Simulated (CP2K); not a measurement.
Runs of CP2K 2026.2 on Hf. It takes space group P6_3/mmc (No. 194, hexagonal). The conventional cell has a = 3.197 Å, b = 3.197 Å, c = 5.058 Å, α = 90.00°, β = 90.00°, γ = 120.00°. Hf (site symmetry -6m2) is surrounded by 12 Hf at 3.13 to 3.20 Å. 

```tsv
level	potentials or basis	smearing	NGRIDS	basis sets	potentials	points a segment of the path (NPOINTS)	bands added on the path	gap on the mesh (eV)	pressure (GPa)
LDA	GTH_POTENTIALS Hf GTH-PADE-q12; TZVP-MOLOPT-PBE-GTH basis	fermi-dirac 0.01 eV	4	Hf TZVP-MOLOPT-PBE-GTH-q12	Hf GTH-PADE-q12 of GTH_POTENTIALS	6	4	none	-32.4
TB-mBJ	POTENTIAL_UZH Hf GTH-PBE-q12; TZVP-MOLOPT-PBE-GTH basis	fermi-dirac 0.1 eV	5	Hf TZVP-MOLOPT-PBE-GTH-q12	Hf GTH-PBE-q12 of POTENTIAL_UZH	8	6	none	-
PBEsol	POTENTIAL_UZH Hf GTH-PBE-q12; TZVP-MOLOPT-PBE-GTH basis	fermi-dirac 0.05 eV	4	Hf TZVP-MOLOPT-PBE-GTH-q12	Hf GTH-PBE-q12 of POTENTIAL_UZH	6	2	none	-2.9
r2SCAN	POTENTIAL_UZH Hf GTH-SCAN-q12; TZVP-MOLOPT-SCAN-GTH basis	fermi-dirac 0.0259 eV	4	Hf TZVP-MOLOPT-SCAN-GTH-q12	Hf GTH-SCAN-q12 of POTENTIAL_UZH	8	4	none	(a)
```

Alike in all rows: task band structure; no spin polarisation; cell as given; k mesh 10 × 10 × 5.

Task: Fill in the values left out.

Result: (a) -3.5.

Caveats: spin-orbit coupling is left out, which moves the levels of the heavy elements; the basis of atomic orbitals isn't converged, which shifts pressures, moduli and gaps; the potentials were made for another functional, which shifts forces and pressure (some runs); a pressure of tens of GPa on the cell as given is suspect, and the run, the potentials or the cell itself is likely at fault (some runs); this is a model potential without an energy functional, so only levels have meaning (some runs).

A k mesh can miss the band edges, and the runs leave out spin-orbit coupling on Hf.

A gap of «none» marks a metal or a gap under the smearing width.

Runs at the PBE level aren't shown here.
